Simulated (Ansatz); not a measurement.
**Al2O3 (P-3m1): comparison of functionals at one structure, by script**

Wanted for Al2O3 (P-3m1): a comparison of functionals at one structure.

Computed with the Python package of Ansatz 0.2.0. The levels of theory stand in the script.

### Step 1. The system

Symmetry: P-3m1, No. 164, trigonal system. The conventional cell has a = 3.017 Å, b = 3.017 Å, c = 7.575 Å, α = 90.00°, β = 90.00°, γ = 120.00°. Al (site symmetry 3m) has 4 O at 1.68 to 1.84 Å as nearest neighbours. O (site symmetry 3m) has 3 Al at 1.84 Å as nearest neighbours. O (site symmetry -3m) is surrounded by 2 Al at 1.68 Å.

The script holds or builds the structure itself.

### Step 2. Script

Input file al2o3.py:

```python
"""Functional comparison for Al2O3 (totals differ with the potentials too)."""

import logging
import sys

import ansatz as az

logging.basicConfig(stream=sys.stdout, format="%(levelname)s:%(name)s:%(message)s")
log = logging.getLogger("calc")
log.setLevel(logging.INFO)

params = {
    "kmesh": (12, 12, 4),
    "smearing": "Fixed",
}

lattice = az.Lattice.of(
    [3.017483, 0.0, 0.0],
    [-1.508741, 2.613217, 0.0],
    [0.0, 0.0, 7.574636],
)
sites = [
    ("Al", [0.0, 0.0, 0.277951]),
    ("Al", [0.0, 0.0, 0.722049]),
    ("O", [1 / 3, 2 / 3, 0.199454]),
    ("O", [2 / 3, 1 / 3, 0.800546]),
    ("O", [0.0, 0.0, 0.5]),
]
crystal = az.Crystal(lattice=lattice)
for symbol, position in sites:
    crystal = crystal.atom(symbol, position)

model = (
    crystal.calculation()
    .kpoints(*params["kmesh"], center="gamma")
    .pseudopotentials("paw")
    .occupations(params["smearing"])
    .forces()
    .stress()
)

rows = []
for value in ["lda", "blyp", "pbesol"]:
    report = model.functional(value).run().report
    rows.append((value, report["free_energy_ev"] / len(report["lattice"]["sites"]), report["n_iterations"], sum(report["stress_gpa"][i][i] for i in range(3)) / 3, max(abs(f) for row in report["forces_ev_ang"] for f in row), report["n_kpoints"]))

log.info("  functional   F/atom (eV)    iterations       P (GPa)  max component (eV/A)      k-points")
for row in rows:
    log.info(f"{str(row[0]):>12s}  {row[1]:12.5f}  {row[2]:12d}  {row[3]:12.3f}  {row[4]:20.4f}  {row[5]:12d}")
```

### Step 3. The run

Started as:

```console
python al2o3.py
```

The log of the run:

```text
DeckWarning: basis.ecutwfc = 420 eV, auto-derived from the records' recommended cutoffs: set by Al (normal level)
INFO:calc:  functional   F/atom (eV)    iterations       P (GPa)  max component (eV/A)      k-points
INFO:calc:         lda    -539.61802             7        -8.327                0.4586            69
INFO:calc:        blyp    -559.34668             7         1.334                0.1648            69
INFO:calc:      pbesol    -547.56790             7        -3.727                0.1850            69
```

(Warnings from the package without file and line.)

It took 20 s on 1 thread of Arm Neoverse N1, shared host; peak memory 0.39 GiB.

### Step 4. What each run gave

From the records of these 3 runs:

```csv
run,functional,energy (eV/atom),pressure (GPa),gap on the mesh (eV),SCF cycles,CPU time (s)
1,lda,-539.6180,-8.33,2.20,7,6.2
2,blyp,-559.3467,1.33,2.49,7,6.2
3,pbesol,-547.5679,-3.73,2.20,7,6.3
```

Totals under unlike functionals or potentials can't be compared directly.

### Step 5. Summary of results

```
             quantity                         value
        runs compared                             3
pressure at this cell  -8.3 (lda) to 1.3 GPa (blyp)
      gap on the mesh  2.20 (lda) to 2.49 eV (blyp)
```

In words: From lowest to highest: LDA (-8.3 GPa), PBEsol (-3.7 GPa) and BLYP (1.3 GPa). At a fixed cell a lower pressure usually means a smaller equilibrium volume, so LDA prefers the smallest cell and BLYP the largest. Gaps by band count in the reports: LDA 2.20 eV, BLYP 2.49 eV and PBEsol 2.20 eV. Caveats:
- Pressure is positive in compression.
- The structure comes from a database of computed cells and needn't be a stable or known phase.
- Total energies of different functionals can't be compared; pressures, moments and gaps at this one structure can.
